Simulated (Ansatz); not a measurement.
Bi2Te3 (Tellurobismuthite):

```
Bi Te
1.0
     2.19300    1.26613   10.16567
    -2.19300    1.26613   10.16567
     0.00000   -2.53226   10.16567
Bi Te
2 3
Direct
  0.60000 0.60000 0.60000
  0.40000 0.40000 0.40000
  0.79050 0.79050 0.79050
  0.20950 0.20950 0.20950
  0.00000 0.00000 0.00000
```

```yaml
Program: Ansatz 0.2.0
Task: relaxation of cell and atoms
Functional: PBE
Potentials_or_basis: Ansatz PAW
Cutoff: "420 eV (not typed: the program's choice for these potentials)"
k_mesh: 7 × 7 × 7
Occupations: fermi-dirac, width 0.05 eV
Spin: no spin polarisation
```

At the start: volume 33.87 Å³/atom.

Q: Where does the relaxation end?

A: It ends after 8 steps and the volume is 36.50 Å³/atom (+7.8 %); space group R-3m (No. 166, to 0.05 Å).

The path:
```
step  energy change (eV)  largest force (eV/Å)  volume (Å³)
   1              0.0000                0.0420       169.36
   2             -0.0387                0.2000       180.61
   3             -0.0553                0.0414       178.70
   4             -0.0600                0.0641       179.71
   5             -0.0635                0.0054       181.25
   6             -0.0638                0.0011       182.21
   7             -0.0637                0.0006       182.50
   8             -0.0657                0.0005       182.50
```

Final structure:
```xyz
5
Lattice="2.2242 1.2842 10.6490 -2.2242 1.2842 10.6490 0.0000 -2.5683 10.6490" Properties=species:S:1:pos:R:3 pbc="T T T"
Bi    0.0000    0.0000   19.2449
Bi    0.0000    0.0000   12.7020
Te    0.0000    0.0000   25.0717
Te    0.0000    0.0000    6.8752
Te    0.0000    0.0000    0.0000
```

Caveat: the plane-wave basis is chosen anew once the cell has moved, so the energies of steps on either side of that aren't comparable.
